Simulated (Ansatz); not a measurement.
**Au: pressure against volume**

Au, I4/mmm, a = 2.968 Å, c = 4.079 Å. This isn't the element's structure at ambient conditions. Ansatz: PBE, PAW, 420 eV, Γ-centred 14×14×10 mesh on 2 atoms, Gaussian smearing 0.10 eV; no spin polarisation. Shape and atoms are relaxed at each volume; pressure is positive in compression.

```tsv
V (Å³/atom)	P (GPa)
15.810	26.11
16.349	?
16.888	10.44
17.427	4.69
17.966	0.00
18.505	-3.81
19.044	-6.86
19.763	-10.01
```

Question: Take V0 = 17.966 Å³/atom, fit the third-order Birch–Murnaghan form to the other rows, and predict the missing pressure.

Answer: With the Eulerian strain f = ½[(V0/V)^(2/3) − 1] and y = P/[3f(1 + 2f)^(5/2)], the form is the line y = B0 + 1.5 B0 (B0′ − 4) f. Rows (f, y): 0.04448, 158.1; 0.02106, 149.0; 0.01026, 144.8; -0.00976, 136.7; -0.01905, 132.3; -0.03079, 127.0. Means f = 0.002700, y = 141.32; Σ(Δf)² = 0.003890, ΣΔfΔy = 1.602; the slope is their ratio. y = 140.2 + 411.8 f GPa, so B0 = 140.2 GPa and B0′ = 4 + 2 × (411.8)/(3 × 140.2) = 5.96. At V = 16.349, f = 0.03245, y = 153.56 and P = 17.49 GPa. The run gave 17.47 GPa, so the fit is 0.02 GPa too high, within the rms miss on the fitted rows (0.03 GPa).

Spin–orbit coupling is left out, which can shift energies with elements as heavy as these.

Cost: 8 runs of about 2.1 core-minutes in all, on Intel Xeon 6975P-C (Granite Rapids) (shared hosts).